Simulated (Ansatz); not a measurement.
# CuO (C2/c): one cell, many starting occupations (series 2), part 2 of 2

Aim: start the open shells of CuO (C2/c) from different occupation matrices at one fixed cell, and see in which states the SCF ends. Cell and atoms stay fixed.

Ansatz 0.2.0; DFT r²SCAN+U (U_eff = 1 eV on Cu d), plane waves, PAW. Earlier steps stand in the parts before.

## (5) Random orbitals: fully mixed, one electron fewer

File input.yaml:

```yaml
crystal:
  lattice:
    - [1.49181976, -1.71129972, 5.05786919]
    - [1.49181976, 1.71129972, 5.05786919]
    - [-1.70005972, 0.0, 10.11573838]
  atoms:
    - { symbol: Cu, position: [0.0, 0.5, 0.75], spin: 2.0 }
    - { symbol: Cu, position: [0.5, 0.0, 0.0], spin: 2.0 }
    - { symbol: O, position: [0.5816, 0.4184, 0.625] }
    - { symbol: O, position: [0.4184, 0.5816, 0.875] }
    - { symbol: Cu, position: [0.0, 0.5, 0.25], spin: -2.0 }
    - { symbol: Cu, position: [0.5, 0.0, 0.5], spin: -2.0 }
    - { symbol: O, position: [0.5816, 0.4184, 0.125] }
    - { symbol: O, position: [0.4184, 0.5816, 0.375] }
basis:
  ecutwfc: 500
  ecutrho_ratio: 4
kpoints:
  mp_grid: { grid: [7, 7, 4] }
hamiltonian:
  xc: r2scan
  hubbard:
    sites:
      - { site: 0, l: d, u_eff: 1.0, starting_ns: [{ spin: up, occupation_matrix: s0up }, { spin: down, occupation_matrix: s0down }] }
      - { site: 1, l: d, u_eff: 1.0, starting_ns: [{ spin: up, occupation_matrix: s1up }, { spin: down, occupation_matrix: s1down }] }
      - { site: 4, l: d, u_eff: 1.0, starting_ns: [{ spin: up, occupation_matrix: s4up }, { spin: down, occupation_matrix: s4down }] }
      - { site: 5, l: d, u_eff: 1.0, starting_ns: [{ spin: up, occupation_matrix: s5up }, { spin: down, occupation_matrix: s5down }] }
    occupation_matrices:
      s0up:
        matrix:
          - [0.97, 0.0, 0.0, 0.0, 0.0]
          - [0.0, 0.97, 0.0, 0.0, 0.0]
          - [0.0, 0.0, 0.97, 0.0, 0.0]
          - [0.0, 0.0, 0.0, 0.97, 0.0]
          - [0.0, 0.0, 0.0, 0.0, 0.97]
      s0down:
        matrix:
          - [0.18476, 0.19622, -0.00686, -0.02638, -0.30022]
          - [0.19622, 0.44513, -0.33467, -0.16479, -0.21324]
          - [-0.00686, -0.33467, 0.73214, -0.12139, -0.20641]
          - [-0.02638, -0.16479, -0.12139, 0.90739, -0.11391]
          - [-0.30022, -0.21324, -0.20641, -0.11391, 0.68059]
      s1up:
        matrix:
          - [0.97, 0.0, 0.0, 0.0, 0.0]
          - [0.0, 0.97, 0.0, 0.0, 0.0]
          - [0.0, 0.0, 0.97, 0.0, 0.0]
          - [0.0, 0.0, 0.0, 0.97, 0.0]
          - [0.0, 0.0, 0.0, 0.0, 0.97]
      s1down:
        matrix:
          - [0.18476, 0.19622, -0.00686, -0.02638, -0.30022]
          - [0.19622, 0.44513, -0.33467, -0.16479, -0.21324]
          - [-0.00686, -0.33467, 0.73214, -0.12139, -0.20641]
          - [-0.02638, -0.16479, -0.12139, 0.90739, -0.11391]
          - [-0.30022, -0.21324, -0.20641, -0.11391, 0.68059]
      s4up:
        matrix:
          - [0.18476, 0.19622, -0.00686, -0.02638, -0.30022]
          - [0.19622, 0.44513, -0.33467, -0.16479, -0.21324]
          - [-0.00686, -0.33467, 0.73214, -0.12139, -0.20641]
          - [-0.02638, -0.16479, -0.12139, 0.90739, -0.11391]
          - [-0.30022, -0.21324, -0.20641, -0.11391, 0.68059]
      s4down:
        matrix:
          - [0.97, 0.0, 0.0, 0.0, 0.0]
          - [0.0, 0.97, 0.0, 0.0, 0.0]
          - [0.0, 0.0, 0.97, 0.0, 0.0]
          - [0.0, 0.0, 0.0, 0.97, 0.0]
          - [0.0, 0.0, 0.0, 0.0, 0.97]
      s5up:
        matrix:
          - [0.18476, 0.19622, -0.00686, -0.02638, -0.30022]
          - [0.19622, 0.44513, -0.33467, -0.16479, -0.21324]
          - [-0.00686, -0.33467, 0.73214, -0.12139, -0.20641]
          - [-0.02638, -0.16479, -0.12139, 0.90739, -0.11391]
          - [-0.30022, -0.21324, -0.20641, -0.11391, 0.68059]
      s5down:
        matrix:
          - [0.97, 0.0, 0.0, 0.0, 0.0]
          - [0.0, 0.97, 0.0, 0.0, 0.0]
          - [0.0, 0.0, 0.97, 0.0, 0.0]
          - [0.0, 0.0, 0.0, 0.97, 0.0]
          - [0.0, 0.0, 0.0, 0.0, 0.97]
    ns_hold: { iters: 5 }
scf:
  occupations: { method: gaussian, width: 0.05 }
  lower_state_search: "off"
  max_iter: 150
output:
  forces: true
  stress: true
  eigenvalues: true
  populations: true
  hubbard:
    sites:
      - { site: 0, l: d }
      - { site: 1, l: d }
      - { site: 4, l: d }
      - { site: 5, l: d }
magnetization:
  spin_polarized: true
```

The typed matrices put 0.97 on the chosen orbitals and 0.02 on the others, and are held for 5 cycles.

The run is started by

```bash
$ ansatz run input.yaml --threads 8 --pin off --max-ram 12288MiB --backend cpu --events-out ev --progress --plain --runs-dir out
```

Standard output, cut to the lines that bear on the results:

```text
Warning: crystal.symmetry: narrowed to the stabiliser of the occupation matrices — unitary ops 2 → 1, anti-unitary 2 → 1; lowered by the specified shells (site 0, l: d), (site 1, l: d), (site 4, l: d), (site 5, l: d); largest admitted image defect 4.4e-16, smallest excluded 6.7e-1 — at a [...]
Warning: RAYON_NUM_THREADS=8 ignored (pool sized by the plan → 8); use --threads N
[...]
Cu: projections on atomic orbitals take those of the free atom [Ne] 3s2 3p6 3d10 4s1, of charge +0.00 (hamiltonian.pseudopotentials.projection_atoms); the dataset's partial waves leave at most 2.0e-6 of an orbital's norm unspanned inside its sphere
O: projections on atomic orbitals take those of the free atom [He] 2s2 2p4, of charge +0.00 (hamiltonian.pseudopotentials.projection_atoms); the dataset's partial waves leave at most 1.9e-8 of an orbital's norm unspanned inside its sphere
[...]
Pseudopotentials: kind: paw
Pseudopotential: Cu, paw, valence charge 19, recommended cutoff 500 eV (meta_gga), Cu.paw.azcp
Pseudopotential: O, paw, valence charge 6, recommended cutoff 500 eV (meta_gga), O.paw.azcp
Functional definition: r2SCAN
[...]
Crystal: 8 atoms, lattice volume = 81.080 Å³
[...]
WARN: hamiltonian.hubbard: on 4 of 8 specified blocks the occupation matrix of this SCF's result fails the test of the specified filling. At site 0 ↓ (sites count from 0 in the list of atoms of the cell that this SCF solves) the least filled combination of the orbitals specified full has [...]
  specified occupation → Cu1 d_3D dn: matrix, ‖Δ‖_F = 1.1576, Tr Δ = -1.4319, displaced = 0.9040, d_λ = 1.0339; orbital distance = 1.2221
  Cu4 d_3D: site group Ci (-1)
  Cu4 d_3D up     Tr n = 4.3819  λ = 0.425 0.970 0.995 0.996 0.996  [xz 0.61 Ag(1.00) | xy 0.70 Ag(1.00) | 3× z2 0.30 Ag(1.00)]
  Cu4 d_3D dn     Tr n = 4.9437  λ = 0.977 0.979 0.995 0.996 0.996  [5× z2 0.20 Ag(1.00)]
  specified occupation → Cu4 d_3D up: matrix, ‖Δ‖_F = 1.4211, Tr Δ = -1.4319, displaced = 1.1981, d_λ = 1.0339; orbital distance = 1.9126
  specified occupation → Cu4 d_3D dn: matrix, ‖Δ‖_F = 0.0461, Tr Δ = -0.0937, displaced = 0.0468, d_λ = 0.0461; orbital distance = 0.0000
  Cu5 d_3D: site group Ci (-1)
  Cu5 d_3D up     Tr n = 4.3819  λ = 0.425 0.970 0.995 0.996 0.996  [xz 0.61 Ag(1.00) | xy 0.70 Ag(1.00) | 3× z2 0.30 Ag(1.00)]
  Cu5 d_3D dn     Tr n = 4.9437  λ = 0.977 0.979 0.995 0.996 0.996  [5× z2 0.20 Ag(1.00)]
  specified occupation → Cu5 d_3D up: matrix, ‖Δ‖_F = 1.1576, Tr Δ = -1.4319, displaced = 0.9040, d_λ = 1.0339; orbital distance = 1.2221
  specified occupation → Cu5 d_3D dn: matrix, ‖Δ‖_F = 0.0461, Tr Δ = -0.0937, displaced = 0.0468, d_λ = 0.0461; orbital distance = 0.0000
  Tr n, λ and their labels are of the run-group-symmetrised matrices; stabiliser: 4 of 16 elements of G0×{1,Θ} (closed), max defect 9.9e-5 at τ = 3.4e-3
```

Wall time 58 s (8 threads of Arm Neoverse V2, shared host); peak memory 1.5 GiB.

End state: a gap on the mesh of 0.73 eV, pressure 0.0 GPa, moments in spheres Cu 0.61, -0.61 μB, largest force component 0.32 eV/Å, 1 symmetry operation imposed. The program reports that the typed filling wasn't kept.

How the shells are filled (orbitals counted by the eigenvalues of the occupation matrices):

| shell | channel | electrons | over 0.8 | 0.2 to 0.8 | under 0.2 |
| --- | --- | --- | --- | --- | --- |
| Cu 3d (atom 1) | up | 4.94 | 5 | 0 | 0 |
| Cu 3d (atom 1) | down | 4.38 | 4 | 1 | 0 |
| Cu 3d (atom 5) | up | 4.38 | 4 | 1 | 0 |
| Cu 3d (atom 5) | down | 4.94 | 5 | 0 | 0 |

## (6) Random orbitals: drawn by pairs, first filling

File input.yaml:

```yaml
crystal:
  lattice:
    - [1.49181976, -1.71129972, 5.05786919]
    - [1.49181976, 1.71129972, 5.05786919]
    - [-1.70005972, 0.0, 10.11573838]
  atoms:
    - { symbol: Cu, position: [0.0, 0.5, 0.75], spin: 1.0 }
    - { symbol: Cu, position: [0.5, 0.0, 0.0], spin: 1.0 }
    - { symbol: O, position: [0.5816, 0.4184, 0.625] }
    - { symbol: O, position: [0.4184, 0.5816, 0.875] }
    - { symbol: Cu, position: [0.0, 0.5, 0.25], spin: -1.0 }
    - { symbol: Cu, position: [0.5, 0.0, 0.5], spin: -1.0 }
    - { symbol: O, position: [0.5816, 0.4184, 0.125] }
    - { symbol: O, position: [0.4184, 0.5816, 0.375] }
basis:
  ecutwfc: 500
  ecutrho_ratio: 4
kpoints:
  mp_grid: { grid: [7, 7, 4] }
hamiltonian:
  xc: r2scan
  hubbard:
    sites:
      - { site: 0, l: d, u_eff: 1.0, starting_ns: [{ spin: up, occupation_matrix: s0up }, { spin: down, occupation_matrix: s0down }] }
      - { site: 1, l: d, u_eff: 1.0, starting_ns: [{ spin: up, occupation_matrix: s1up }, { spin: down, occupation_matrix: s1down }] }
      - { site: 4, l: d, u_eff: 1.0, starting_ns: [{ spin: up, occupation_matrix: s4up }, { spin: down, occupation_matrix: s4down }] }
      - { site: 5, l: d, u_eff: 1.0, starting_ns: [{ spin: up, occupation_matrix: s5up }, { spin: down, occupation_matrix: s5down }] }
    occupation_matrices:
      s0up:
        matrix:
          - [0.97, 0.0, 0.0, 0.0, 0.0]
          - [0.0, 0.97, 0.0, 0.0, 0.0]
          - [0.0, 0.0, 0.97, 0.0, 0.0]
          - [0.0, 0.0, 0.0, 0.97, 0.0]
          - [0.0, 0.0, 0.0, 0.0, 0.97]
      s0down:
        matrix:
          - [0.97, 0.0, 0.0, 0.0, 0.0]
          - [0.0, 0.97, 0.0, 0.0, 0.0]
          - [0.0, 0.0, 0.97, 0.0, 0.0]
          - [0.0, 0.0, 0.0, 0.495, 0.475]
          - [0.0, 0.0, 0.0, 0.475, 0.495]
      s1up:
        matrix:
          - [0.97, 0.0, 0.0, 0.0, 0.0]
          - [0.0, 0.97, 0.0, 0.0, 0.0]
          - [0.0, 0.0, 0.97, 0.0, 0.0]
          - [0.0, 0.0, 0.0, 0.97, 0.0]
          - [0.0, 0.0, 0.0, 0.0, 0.97]
      s1down:
        matrix:
          - [0.97, 0.0, 0.0, 0.0, 0.0]
          - [0.0, 0.97, 0.0, 0.0, 0.0]
          - [0.0, 0.0, 0.97, 0.0, 0.0]
          - [0.0, 0.0, 0.0, 0.495, 0.475]
          - [0.0, 0.0, 0.0, 0.475, 0.495]
      s4up:
        matrix:
          - [0.97, 0.0, 0.0, 0.0, 0.0]
          - [0.0, 0.97, 0.0, 0.0, 0.0]
          - [0.0, 0.0, 0.97, 0.0, 0.0]
          - [0.0, 0.0, 0.0, 0.495, 0.475]
          - [0.0, 0.0, 0.0, 0.475, 0.495]
      s4down:
        matrix:
          - [0.97, 0.0, 0.0, 0.0, 0.0]
          - [0.0, 0.97, 0.0, 0.0, 0.0]
          - [0.0, 0.0, 0.97, 0.0, 0.0]
          - [0.0, 0.0, 0.0, 0.97, 0.0]
          - [0.0, 0.0, 0.0, 0.0, 0.97]
      s5up:
        matrix:
          - [0.97, 0.0, 0.0, 0.0, 0.0]
          - [0.0, 0.97, 0.0, 0.0, 0.0]
          - [0.0, 0.0, 0.97, 0.0, 0.0]
          - [0.0, 0.0, 0.0, 0.495, 0.475]
          - [0.0, 0.0, 0.0, 0.475, 0.495]
      s5down:
        matrix:
          - [0.97, 0.0, 0.0, 0.0, 0.0]
          - [0.0, 0.97, 0.0, 0.0, 0.0]
          - [0.0, 0.0, 0.97, 0.0, 0.0]
          - [0.0, 0.0, 0.0, 0.97, 0.0]
          - [0.0, 0.0, 0.0, 0.0, 0.97]
    ns_hold: until_converged
scf:
  occupations: { method: gaussian, width: 0.05 }
  lower_state_search: "off"
  max_iter: 150
output:
  forces: true
  stress: true
  eigenvalues: true
  populations: true
  hubbard:
    sites:
      - { site: 0, l: d }
      - { site: 1, l: d }
      - { site: 4, l: d }
      - { site: 5, l: d }
magnetization:
  spin_polarized: true
```

The typed matrices put 0.97 on the chosen orbitals and 0.02 on the others, and are held until the SCF converges, then released.

The run is started by

```bash
$ ansatz run input.yaml --threads 8 --pin off --max-ram 12288MiB --backend cpu --events-out ev --progress --plain --runs-dir out
```

Standard output, cut to the lines that bear on the results:

```text
Warning: crystal.symmetry: narrowed to the stabiliser of the occupation matrices — unitary ops 2 → 1, anti-unitary 2 → 1; lowered by the specified shells (site 0, l: d), (site 1, l: d), (site 4, l: d), (site 5, l: d); largest admitted image defect 4.4e-16, smallest excluded 9.5e-1 — at a [...]
Warning: RAYON_NUM_THREADS=8 ignored (pool sized by the plan → 8); use --threads N
[...]
Cu: projections on atomic orbitals take those of the free atom [Ne] 3s2 3p6 3d10 4s1, of charge +0.00 (hamiltonian.pseudopotentials.projection_atoms); the dataset's partial waves leave at most 2.0e-6 of an orbital's norm unspanned inside its sphere
O: projections on atomic orbitals take those of the free atom [He] 2s2 2p4, of charge +0.00 (hamiltonian.pseudopotentials.projection_atoms); the dataset's partial waves leave at most 1.9e-8 of an orbital's norm unspanned inside its sphere
[...]
[... 4 set-up lines as earlier in the session ...]
[...]
Crystal: 8 atoms, lattice volume = 81.080 Å³
[...]
WARN: hamiltonian.hubbard: on 4 of 8 specified blocks the occupation matrix of this SCF's result fails the test of the specified filling. At site 0 ↓ (sites count from 0 in the list of atoms of the cell that this SCF solves) the least filled combination of the orbitals specified full has [...]
  specified occupation → Cu1 d_3D dn: matrix, ‖Δ‖_F = 1.0819, Tr Δ = -0.4819, displaced = 0.7628, d_λ = 0.4076; orbital distance = 1.3683
  Cu4 d_3D: site group Ci (-1)
  Cu4 d_3D up     Tr n = 4.3819  λ = 0.425 0.970 0.995 0.996 0.996  [xz 0.61 Ag(1.00) | xy 0.70 Ag(1.00) | 3× z2 0.30 Ag(1.00)]
  Cu4 d_3D dn     Tr n = 4.9437  λ = 0.977 0.979 0.995 0.996 0.996  [5× z2 0.20 Ag(1.00)]
  specified occupation → Cu4 d_3D up: matrix, ‖Δ‖_F = 1.0996, Tr Δ = -0.4819, displaced = 0.7816, d_λ = 0.4076; orbital distance = 1.4059
  specified occupation → Cu4 d_3D dn: matrix, ‖Δ‖_F = 0.0461, Tr Δ = -0.0937, displaced = 0.0468, d_λ = 0.0461; orbital distance = 0.0000
  Cu5 d_3D: site group Ci (-1)
  Cu5 d_3D up     Tr n = 4.3819  λ = 0.425 0.970 0.995 0.996 0.996  [xz 0.61 Ag(1.00) | xy 0.70 Ag(1.00) | 3× z2 0.30 Ag(1.00)]
  Cu5 d_3D dn     Tr n = 4.9437  λ = 0.977 0.979 0.995 0.996 0.996  [5× z2 0.20 Ag(1.00)]
  specified occupation → Cu5 d_3D up: matrix, ‖Δ‖_F = 1.0819, Tr Δ = -0.4819, displaced = 0.7628, d_λ = 0.4076; orbital distance = 1.3683
  specified occupation → Cu5 d_3D dn: matrix, ‖Δ‖_F = 0.0461, Tr Δ = -0.0937, displaced = 0.0468, d_λ = 0.0461; orbital distance = 0.0000
  Tr n, λ and their labels are of the run-group-symmetrised matrices; stabiliser: 4 of 16 elements of G0×{1,Θ} (closed), max defect 2.3e-5 at τ = 2.2e-2
```

It took 1.9 min on 8 threads of Arm Neoverse V2, shared host; peak memory 1.5 GiB.

It ends with a gap on the mesh of 0.73 eV, pressure 0.0 GPa, moments in spheres Cu 0.61, -0.61 μB, largest force component 0.32 eV/Å, 1 symmetry operation imposed. The program reports that the typed filling wasn't kept.

The shells' filling, with natural orbitals sorted by occupation:

| shell | channel | electrons | over 0.8 | 0.2 to 0.8 | under 0.2 |
| --- | --- | --- | --- | --- | --- |
| Cu 3d (atom 1) | up | 4.94 | 5 | 0 | 0 |
| Cu 3d (atom 1) | down | 4.38 | 4 | 1 | 0 |
| Cu 3d (atom 5) | up | 4.38 | 4 | 1 | 0 |
| Cu 3d (atom 5) | down | 4.94 | 5 | 0 | 0 |

## (7) Results

What follows sums up all 2 parts.

Energies count from the lowest free state and have the smearing extrapolated to zero.

| start | energy (meV/atom) | gap (eV) | pressure (GPa) | largest moment (μB) | SCF cycles | time |
| --- | --- | --- | --- | --- | --- | --- |
| random orbitals: drawn by pairs, first filling (earlier series) | 0.0 | 0.73 | 0.0 | 0.61 | 24 | 64 s |
| random orbitals: single harmonics, second filling | 0.0 | 0.73 | 0.0 | 0.61 | 27 | 70 s |
| random orbitals: single harmonics, first filling | 0.0 | 0.73 | 0.0 | 0.61 | 39 | 1.9 min |
| random orbitals: fully mixed, first filling | 0.0 | 0.73 | 0.0 | 0.61 | 37 | 1.8 min |
| random orbitals: drawn by pairs, first filling | 0.0 | 0.73 | 0.0 | 0.61 | 40 | 1.9 min |
| random orbitals: fully mixed, one electron fewer | 0.0 | 0.73 | 0.0 | 0.61 | 20 | 58 s |

The 6 free runs end within about 1 meV/atom of each other. The lowest state found need not be the ground state, and the geometry wasn't relaxed for any of them.
